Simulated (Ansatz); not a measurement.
LiH built on the zincblende prototype, relaxed with r2SCAN in the plane-wave code Ansatz. The symmetry is F-43m (No. 216, cubic); conventional cell a = 4.290 Å, 9.87 Å³ an atom. Li is surrounded by 4 H at 1.86 Å; H is surrounded by 4 Li at 1.86 Å.

The axes x, y and z are those of this cell:
```
Li H
1.0
     0.00000    2.14512    2.14512
     2.14512    0.00000    2.14512
     2.14512    2.14512    0.00000
Li H
1 1
Cartesian
  0.0000 0.0000 0.0000
  1.0726 1.0726 1.0726
```

Unstrained: PBE gives an indirect gap of 4.196 eV, from W to L; the least direct gap is 5.260 eV at k = (-0.150, -0.075, 0.425). With r2SCAN the valence top lies at W and the conduction bottom at L, 4.719 eV higher; the smallest vertical gap, at L, is 5.797 eV. HSE06 gives an indirect gap of 5.245 eV, from W to L; the least direct gap is 6.410 eV at k = (-0.150, -0.075, 0.425). Meshes: PBE 10×10×10, r2SCAN 10×10×10, HSE06 8×8×8. Strains are changes of length per length. After each strain the atoms were relaxed again with r2SCAN within the symmetry that the strain leaves, so tilts or polar shifts that break it weren't tested; points keep the names that they have in the unstrained zone. The cell comes from a prototype generator: it can be a known phase or a hypothetical one. Spin polarisation is off.

Problem. Estimate what uniaxial -1.13 % along z, other directions held does to the gap.

Solution. HSE06: the gap goes from 5.245 to 5.254 eV (+0.009 eV).

Problem. One strain changed the r2SCAN stress by xx -2.29, yy -2.29, zz -2.29 GPa (compression positive) and the gap by -0.137 eV (PBE), -0.149 eV (r2SCAN), -0.158 eV (HSE06). Which kind of strain was it, and roughly how large?

Solution. Isotropic +3.35 % on every length. The pattern of the stress gives the kind; the size needs the stiffness, so it is an estimate.

Problem. Apply uniaxial -0.31 % along x, other directions held. How far does the gap move, against the unstrained cell?

Solution. HSE06: the gap goes from 5.245 to 5.248 eV (+0.003 eV).

Coordinates of k points refer to the reciprocal vectors of the primitive cell of the runs.

The meshes of the hybrids are coarse, so their gaps aren't converged to the digits shown.
